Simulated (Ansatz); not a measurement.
H2 on a (100) slab of MgO (Fm-3m (No. 225)), 4 planes, outer planes MgO (top) and MgO (bottom), 1 a cell of 35.4 Å², relaxed and still whole (its atoms last):

```xyz
34
Lattice="5.9506 0.0000 0.0000 0.0000 5.9506 0.0000 0.0000 0.0000 24.3116" Properties=species:S:1:pos:R:3 pbc="T T T"
Mg    1.4877    1.4877    8.0000
Mg    1.4877    4.4630    8.0000
Mg    4.4630    1.4877    8.0000
Mg    4.4630    4.4630    8.0000
O     2.9753    2.9753    8.0000
O     2.9753    0.0000    8.0000
O     0.0000    2.9753    8.0000
O     0.0000    0.0000    8.0000
Mg    2.9753    2.9753   10.1039
Mg    2.9753    0.0000   10.1039
Mg    0.0000    2.9753   10.1039
Mg    0.0000    0.0000   10.1039
O     4.4630    4.4630   10.1039
O     4.4630    1.4877   10.1039
O     1.4877    4.4630   10.1039
O     1.4877    1.4877   10.1039
Mg    4.4634    4.4634   12.2179
Mg    4.4636    1.4870   12.2177
Mg    1.4869    4.4637   12.2175
Mg    1.4872    1.4873   12.2179
O    -0.0001    0.0001   12.2138
O    -0.0001    2.9753   12.2110
O     2.9753    0.0001   12.2110
O     2.9753    2.9753   12.2100
Mg    0.0005   -0.0005   14.3202
Mg    0.0002    2.9757   14.3043
Mg    2.9749   -0.0001   14.3043
Mg    2.9750    2.9756   14.3053
O     1.4898    1.4900   14.3554
O     1.4879    4.4628   14.3636
O     4.4623    1.4884   14.3646
O     4.4607    4.4608   14.3554
H     0.1773   -0.1763   16.8923
H    -0.3545    0.3542   16.8112
```

Method: Ansatz 0.2.0, DFT PBE+D3(BJ), scalar-relativistic, plane waves, PAW. Cutoff 420 eV; k points 3×3×1 on the computed 34-atom cell (Γ-centred); Gaussian smearing, width 0.05 eV; no spin polarisation. The cell repeats along c with a dipole correction in the vacuum.

It binds with 0.10 eV a molecule against the clean slab and the free molecule (no zero-point or thermal terms); its shortest contact is H–Mg 2.54 Å. Take first-order desorption with no barrier to adsorption, no reaction on the face and an assumed prefactor of 10^13 s⁻¹.

(1) How long does a molecule stay at 400 K?

(2) Where does its peak lie in a desorption experiment heated at 2 K/s?

(3) Is this physisorption or chemisorption?

The clean reference is an ideal cut relaxed in this small cell. Real faces with dangling bonds reconstruct or are passivated, and a lower clean face would weaken the binding, shorten τ and lower T_p.

Answers

(1) τ = ν⁻¹·exp(E/k_BT) with k_BT = 0.0345 eV: E/k_BT = 2.9, so τ ≈ 2×10^-12 s. At about one hit a site a second (10⁻⁶ mbar) the coverage is near τ × 1 s⁻¹, so a layer needs more than atmospheric pressure.

(2) The peak obeys E/(k_B·T_p²) = (ν/β)·exp(−E/k_BT_p). Solving gives T_p ≈ 39 K (E/k_BT_p = 29.5). An error of 0.1 eV in E moves it by about 39 K, and larger molecules have larger prefactors, which lowers it.

(3) The tightest contact, H–Mg 2.54 Å, is 1.48 times the sum of covalent radii, and deformation and lateral interaction add up to 0.00 eV; under 0.01 e cross the plane between them. This is physisorption.